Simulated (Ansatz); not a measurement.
## ZrO$_{2}$: strain energy, fitted

ZrO$_{2}$, Fm-3m, a = 5.089 Å. This isn't the usual stable structure of the compound. Ansatz: r2SCAN, PAW, 500 eV, Γ-centred 6×6×6 mesh on 6 atoms, Gaussian smearing 0.02 eV; no spin polarisation. Series: equal strain along all axes, cell held, atoms fixed by symmetry; x is the strain in per cent. y is the free energy over the unstrained cell, V0 = 10.984 Å³/atom.

```
x (%) y (meV/atom)
 -4.5        185.95
 -3.0         78.75
 -1.5         18.81
  0.0          0.00
  1.5         16.96
  3.0         64.86
  4.5             ?
```

Fit y = c2 x² + c3 x³ to the other rows, turn c2 into a modulus, and predict the missing energy.

Least squares on the rows shown. y = 7.9892 x² − 0.26406 x³. In eV per unit strain² c2 is 79.89; the stiffness is B for this strain (E = 9/2 B V0 ε², shape held): 2 × 79.89 × 160.2 / (9 × 10.984) = 259 GPa. At x = 4.5 the fit asked for gives 137.72 meV/atom. The run gave 139.49 meV/atom, so the fit is 1.77 meV/atom too low, 0.95 % of the span of the series, against an rms of 0.15 meV/atom on the fitted rows. The row lies outside the fitted range. With a term in x⁴ added, a fit to the same known rows predicts 139.03 meV/atom, so most of the miss is curvature that the known rows already hold.

Cost: 7 runs of about 1.6 core-minutes in all, on Arm Neoverse V1 (shared hosts).